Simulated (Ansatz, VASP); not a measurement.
**GaN in VASP and in Ansatz**

Contents of INCAR:

```
SYSTEM = GaN
ALGO = Normal
EDIFF = 1E-6
ENCUT = 520
GGA = PE
ISIF = 2
ISMEAR = 0
LASPH = .TRUE.
LCHARG = .FALSE.
LREAL = .FALSE.
LWAVE = .FALSE.
NBANDS = 16
NELM = 60
PREC = Accurate
SIGMA = 0.05
```

Contents of KPOINTS:

```
k-points
0
G
  12 12 12
  0 0 0
```

Contents of POSCAR:

```
GaN
1.0
    0.0000000000      2.2171474665      2.3280048399
    2.2171474665      0.0000000000      2.3280048399
    2.2171474665      2.2171474665      0.0000000000
Ga N
1 1
Direct
    0.0000000000      0.0000000000      0.0000000000
    0.7500000000      0.7500000000      0.7500000000
```

Input for Ansatz:

```yaml
crystal:
  lattice:
    - [0.0, 2.2171474665, 2.3280048399]
    - [2.2171474665, 0.0, 2.3280048399]
    - [2.2171474665, 2.2171474665, 0.0]
  atoms:
    - { symbol: Ga, position: [0.0, 0.0, 0.0] }
    - { symbol: "N", position: [0.75, 0.75, 0.75] }
basis:
  ecutwfc: 420
kpoints:
  mp_grid: { grid: [12, 12, 12] }
hamiltonian:
  xc: pbe
scf:
  occupations: { method: gaussian, width: 0.05 }
output:
  forces: true
  stress: true
  eigenvalues: true
```

Alike in both runs: task single point; functional PBE; k mesh 12 × 12 × 12; occupations gaussian, width 0.05 eV; no spin polarisation.

```csv
,VASP,Ansatz
version,VASP 6.6.1,Ansatz 0.2.0
potentials or method,"VASP PAW PBE potentials, release 64 (Ga_d, N)","scalar-relativistic, plane waves, PAW"
plane-wave cutoff (eV),520,420
valence electrons in the cell,18,18
```

```csv
,VASP,Ansatz,Ansatz less VASP
gap on the k mesh at the Fermi level (eV),1.63,1.63,-0.008
least direct gap on the mesh (eV),1.63,1.63,-0.008
pressure (GPa),4.9,4.9,-0.07
largest component of the traceless stress (GPa),4.41,4.40,-0.013
```
